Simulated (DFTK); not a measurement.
# TiO2 (P4_2/mnm) in DFTK: further runs, part 2 of 2

DFTK 0.8.2. The steps go on from the part before.

## 4. Equation of state, BLYP

run.jl reads:

```julia
using DFTK
using PseudoPotentialData
using Unitful, UnitfulAtomic
using LinearAlgebra, Printf
include("save.jl")
disable_threading()

lines     = readlines("POSCAR")
lattice   = austrip(1u"Å") * parse(Float64, lines[2]) * hcat([parse.(Float64, split(l)) for l in lines[3:5]]...)
symbols   = vcat([fill(Symbol(s), parse(Int, n)) for (s, n) in zip(split(lines[6]), split(lines[7]))]...)
positions = [parse.(Float64, split(l)[1:3]) for l in lines[9:8+length(symbols)]]
pseudopotentials = Dict(:O => "O.upf", :Ti => "Ti.upf")
elements = Dict(s => ElementPsp(s, pseudopotentials; rcut=10.0) for s in unique(symbols))
atoms    = [elements[s] for s in symbols]

build_model(lattice, positions; symmetries=true) =
    model_DFT(lattice, atoms, positions;
              functionals=[:gga_x_b88, :gga_c_lyp],
              temperature=austrip(0.05u"eV"),
              smearing=Smearing.FermiDirac(),
              symmetries)
Ecut  = 30.0  # hartree
kgrid = [4, 4, 5]
tol   = 1e-6
to_GPa = ustrip(uconvert(u"GPa", 1u"hartree/bohr^3"))

results["points"] = []
for scale in [0.94, 0.96, 0.98, 1.0, 1.02, 1.04, 1.06]
    println("\n=== scale = ", scale)
    model = build_model(cbrt(scale) * lattice, positions)
    basis = PlaneWaveBasis(model; Ecut, kgrid)
    t0 = time()
    scfres = self_consistent_field(basis;
                                   tol,
                                   nbandsalg=AdaptiveBands(model; n_bands_converge=30))
    seconds = time() - t0
    @printf "SCF: %d iterations, %.1f s\n" scfres.n_iter seconds
    forces = compute_forces_cart(scfres)
    stress = compute_stresses_cart(scfres)
    @printf "V = %.5f Å^3  F = %.8f Ha  max force = %.5f eV/Å  p = %.4f GPa\n" ustrip(auconvert(u"Å^3", model.unit_cell_volume)) scfres.energies.total ustrip(auconvert(u"eV/Å", maximum(norm, forces))) (-tr(stress) / 3 * to_GPa)
    push!(results["points"], save_scf!(scfres; forces, stress, d=Dict{String,Any}("seconds" => seconds, "n_matvec" => get(scfres, :n_matvec, 0))))
end

# third-order Birch-Murnaghan fit in x = V^(-2/3)
V = [0.94, 0.96, 0.98, 1.0, 1.02, 1.04, 1.06] * abs(det(lattice))
E = [p["total"] for p in results["points"]]
x = V .^ (-2 / 3)
c = [x .^ 0 x x .^ 2 x .^ 3] \ E
Δ = c[3]^2 - 3c[2] * c[4]
if Δ > 0
    x0 = (-c[3] + sqrt(Δ)) / 3c[4]
    B0 = 4 / 9 * x0^(7 / 2) * (2c[3] + 6c[4] * x0)
    @printf "V0 = %.4f Å^3  B0 = %.2f GPa\n" ustrip(auconvert(u"Å^3", x0^(-3 / 2))) B0 * to_GPa
end
```

POSCAR reads:

```
TiO2
1.0
    4.5998373239      0.0000000000      0.0000000000
    0.0000000000      4.5998373239      0.0000000000
    0.0000000000      0.0000000000      2.9592135600
Ti O
2 4
Direct
    0.0000000000      0.0000000000      0.5000000000
    0.5000000000      0.5000000000      0.0000000000
    0.3043213200      0.3043213200      0.5000000000
    0.1956786800      0.8043213200      0.0000000000
    0.8043213200      0.1956786800      0.0000000000
    0.6956786800      0.6956786800      0.5000000000
```

Potentials or basis: SPMS 1.0 (PBE).

Run with:

```console
$ julia --threads=1 run.jl  # save.jl only writes the numbers to a file and isn't shown; printed stress counts tension as positive; times include loading and compiling
```

Log:

```text
=== scale = 0.94
n     Energy            log10(ΔE)   log10(Δρ)   Diag   Δtime
---   ---------------   ---------   ---------   ----   ------
  1   -182.8196821600                   -0.12    7.9    8.29s
  2   -182.1480634401   +   -0.17       -0.04    4.0    6.35s
  3   -183.4706069539        0.12       -0.45    4.4    5.50s
  4   -183.6069811963       -0.87       -0.79    3.8    5.02s
  5   -183.6343063526       -1.56       -1.24    3.0    4.25s
  6   -183.6377676750       -2.46       -1.79    1.9    3.44s
  7   -183.6380920404       -3.49       -2.84    1.5    3.22s
  8   -183.6381010023       -5.05       -2.75    4.2    5.13s
  9   -183.6381041728       -5.50       -3.42    1.0    2.90s
 10   -183.6381042649       -7.04       -3.82    2.9    4.16s
[... 86 further cycles ...]
  7   -183.6577197342       -3.57       -2.39    2.5    3.87s
  8   -183.6577390239       -4.71       -2.88    2.4    3.81s
  9   -183.6577409840       -5.71       -3.32    2.7    4.10s
 10   -183.6577411959       -6.67       -4.00    2.1    3.50s
 11   -183.6577412078       -7.92       -4.18    3.3    4.57s
 12   -183.6577412115       -8.44       -4.44    1.0    2.86s
 13   -183.6577412132       -8.77       -5.45    1.5    3.18s
 14   -183.6577412133      -10.24       -5.38    4.6    5.45s
 15   -183.6577412133      -10.69       -5.95    1.0    2.85s
 16   -183.6577412133      -11.71       -6.69    2.8    4.11s
SCF: 16 iterations, 70.9 s
V = 66.36928 Å^3  F = -183.65774121 Ha  max force = 0.17253 eV/Å  p = -12.1195 GPa
V0 = 65.4742 Å^3  B0 = 210.29 GPa
```

Run time: 12 min. Hardware: 1 thread of Intel Xeon Platinum 8488C (Sapphire Rapids), shared host; peak memory 1.8 GiB.

What came out:

```yaml
Equilibrium_volume: "10.91 Å³/atom (rough: see the caveat)"
Bulk_modulus_at_fixed_shape_and_positions: 210 GPa (rough)
```

Energy against volume, from the lowest point:
| volume (Å³/atom) | energy (meV/atom) |
| --- | --- |
| 9.809 | 90.24 |
| 10.018 | 56.90 |
| 10.227 | 31.76 |
| 10.435 | 15.10 |
| 10.644 | 4.29 |
| 10.853 | 0.00 |
| 11.062 | 1.18 |

Caveat: the k mesh is coarse (spacing up to 0.42 Å⁻¹), so the values aren't converged; the fit of the energies and the printed pressures disagree; the cutoff is short for these potentials, so energies and forces aren't converged, fitted volumes are rough and the log's stress (off by 3 to 10 GPa or more in trials) isn't used; the cell was scaled at fixed shape and fractional positions, which overstates the stiffness of a crystal with free parameters, most of all of layers and chains; the potentials were made for another functional, which shifts forces and pressure.

## 5. The reference run

An earlier run on the cell as given: functional PBE; potentials or basis dojo.nc.sr.pbe.v0_4_1.standard.upf (PBE); cutoff 1143 eV; k mesh 6 × 6 × 9; occupations fermi-dirac, width 0.05 eV; no spin polarisation.

* Pressure: 3.6 GPa
* Largest force: 0.019 eV/Å
* Band gap on the k mesh: 1.88 eV, direct

## 6. Summary

| task | level | potentials or basis | k mesh | cutoff (eV) | mesh quality | gap on the mesh (eV) | largest force (eV/Å) |
| --- | --- | --- | --- | --- | --- | --- | --- |
| band structure | PBEsol | SPMS 1.0 (PBE) | 4 × 4 × 7 | 816 | not flagged | 1.89 | 0.08 |
| band structure | PBE | SPMS 1.0 (PBE) | 4 × 4 × 7 | 816 | not flagged | 1.90 | 0.02 |
| equation of state | BLYP | SPMS 1.0 (PBE) | 4 × 4 × 5 | 816 | coarse | - | - |
| single point | PBE | dojo.nc.sr.pbe.v0_4_1.standard.upf (PBE) | 6 × 6 × 9 | 1143 | not flagged | 1.88 | 0.02 |

Alike in all rows: no spin polarisation; cell as given; smearing fermi-dirac 0.05 eV.

Caveats: some runs use coarse meshes; the potentials were made for another functional, which shifts forces and pressure (some runs); the fit of the energies and the printed pressures disagree (some runs); the cell was scaled at fixed shape and fractional positions, which overstates the stiffness of a crystal with free parameters, most of all of layers and chains (some runs); an odd mesh through Γ misses points on the zone boundary, where band edges often lie (some runs).

Total energies depend on the potentials used, so only differences within one code and one set of settings carry meaning.

## 7. How close it comes

Step 2. Against the measured gap of TiO2, 3.03 eV (direct; 1.6 K; quoted in “Shallow Valence Band of Rutile GeO2 and P-type Doping”, 2020, arxiv:2011.08928), the calculated 1.89 eV is off by -1.14 eV. 2 values of this kind are on record in papers (3.03 to 3.05 eV); this one was drawn at random among those near their median. The value is that of PBEsol, without temperature or zero-point motion. Semilocal functionals fall short of measured gaps as a rule. The cell is a database's relaxed one, not the measured one, which moves gaps too.

Step 3. A measured gap of TiO2 is 3.03 eV (direct; 1.6 K; quoted in “Shallow Valence Band of Rutile GeO2 and P-type Doping”, 2020, arxiv:2011.08928); the calculated 1.90 eV misses it by -1.13 eV. 2 values of this kind are on record in papers (3.03 to 3.05 eV); this one was drawn at random among those near their median. The value is that of PBE, without temperature or zero-point motion. Semilocal functionals fall short of measured gaps as a rule. The cell is a database's relaxed one, not the measured one, which moves gaps too.
